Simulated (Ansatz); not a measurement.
Here is an Ansatz 0.2.0 calculation.

File input.yaml:

```yaml
crystal:
  lattice:
    - [2.5539396017, 0.0, 0.0]
    - [-1.2769698009, 2.2117765748, 0.0]
    - [0.0, 0.0, 4.226855]
  atoms:
    - { symbol: "N", position: [0.3333333333, 0.6666666667, 0.125276] }
    - { symbol: "N", position: [0.6666666667, 0.3333333333, 0.625276] }
    - { symbol: B, position: [0.3333333333, 0.6666666667, 0.499724] }
    - { symbol: B, position: [0.6666666667, 0.3333333333, 0.999724] }
kpoints:
  mp_grid: { grid: [12, 12, 6] }
scf:
  occupations: { method: fermi_dirac, width: 0.05 }
hamiltonian:
  xc: pbe
  pseudopotentials: { kind: all_electron, lapw: { basis_error: 0.001 } }
output:
  forces: true
  stress: true
  eigenvalues: true
  populations: true
```

Potentials or basis: all-electron LAPW, scalar-relativistic.

Run with:

```sh
$ ansatz run input.yaml --threads 2 --pin off --max-ram 6144MiB --backend cpu --events-out ev --progress --plain --runs-dir out
```

Q: Estimate the largest force.

A: 0.017 eV/Å.

Q: Predict the band gap on the k mesh.

A: 5.20 eV, indirect (least direct gap 8.24 eV).

Q: What does it give for the pressure?

A: 0.0 GPa.

Q: What does it give for the Loewdin charges?

A: N -0.33; B +0.35 e.

Stress tensor (GPa, compression positive):
```
 0.20  0.00  0.00
 0.00  0.20  0.00
 0.00  0.00 -0.52
```

A k mesh can miss the band edges.
